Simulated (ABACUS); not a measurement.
**Se under changes of volume**

One of the cells (27.100 Å³/atom); the others are scaled copies at fixed shape and fractional positions:

```
CELL_PARAMETERS angstrom
4.35517 0.00000 0.00000
-2.17759 3.77169 0.00000
0.00000 0.00000 4.94945
ATOMIC_POSITIONS crystal
Se 0.78300 0.78300 0.50000
Se 0.00000 0.21700 0.83333
Se 0.21700 0.00000 0.16667
```

```yaml
Program: ABACUS 3.10.1
Functional: PBE
Potentials_or_basis: PseudoDojo NC SR 0.4.1 PBE standard
Cutoff: 1361 eV
Density_cutoff: 5442 eV
Basis: TZDP LCAO (the cutoffs set its grid)
k_mesh: 7 × 7 × 6
Occupations: fermi-dirac, width 0.05 eV
Spin: no spin polarisation
```

```tsv
volume (Å³/atom)	energy over the lowest point (meV/atom)	pressure (GPa)	gap on the mesh (eV)	largest force (eV/Å)
25.474	134.67	11.6	1.20	2.332
26.016	98.72	9.7	1.18	2.023
26.558	69.02	8.0	1.16	1.733
27.100	?	?	?	?
27.642	25.46	5.0	1.12	1.210
28.184	10.73	3.7	1.10	0.972
28.726	0.00	2.6	1.08	0.750
```

Q: What does the run at 27.100 Å³/atom give?

A: Energy over the lowest point 44.71 meV/atom; pressure 6.4 GPa; gap on the mesh 1.14 eV; largest force 1.463 eV/Å.

Worked out: A Birch-Murnaghan fit of order 3 (a polynomial in V^(-2/3)) to the other rows has no minimum within the range. It gives 44.74 meV/atom at 27.100 Å³/atom, against the run's 44.71, and -dE/dV = 6.4 GPa, against 6.4. A straight line through the other rows of the gap, of slope -0.999 eV per unit of ln V, gives 1.14 eV, against the run's 1.14.

Energies are extrapolated to zero smearing.

Caveats: the atomic orbitals were generated for these runs and aren't a published set; an odd mesh through Γ misses points on the zone boundary, where band edges often lie; the basis of atomic orbitals isn't converged, which shifts pressures, moduli and gaps; forces of over 1 eV/Å show positions far from the minimum, so gaps and moduli don't describe the material at rest (some runs). Spin-orbit coupling on Se is left out.
